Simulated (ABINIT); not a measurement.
Crystal: CdS (Hawleyite).

```xyz
2
Lattice="0.0000 2.9165 2.9165 2.9165 0.0000 2.9165 2.9165 2.9165 0.0000" Properties=species:S:1:pos:R:3 pbc="T T T"
Cd    0.0000    0.0000    0.0000
S     4.3748    4.3748    4.3748
```

Base run:

```yaml
Program: ABINIT 10.8.3 (patched build)
Functional: HSE06
Potentials_or_basis: SG15 NC PBE v1.2
Cutoff: 599 eV
k_mesh: 6 × 6 × 6
Occupations: fixed
Spin: no spin polarisation
```

Its results: band gap on the k mesh 1.96 eV, direct; pressure 1.1 GPa.

Q: The run is repeated on the same cell with these changes: functional from HSE06 to PBE. What comes out?

A: Band gap on the k mesh 1.15 eV, direct; pressure 3.1 GPa.

HSE06 gives the wider gap, since exact exchange removes part of the self-interaction.

Caveats: Libxc's HSE differs a little from that of other programs (some runs); the potentials were made for another functional, which shifts forces and pressure (some runs).

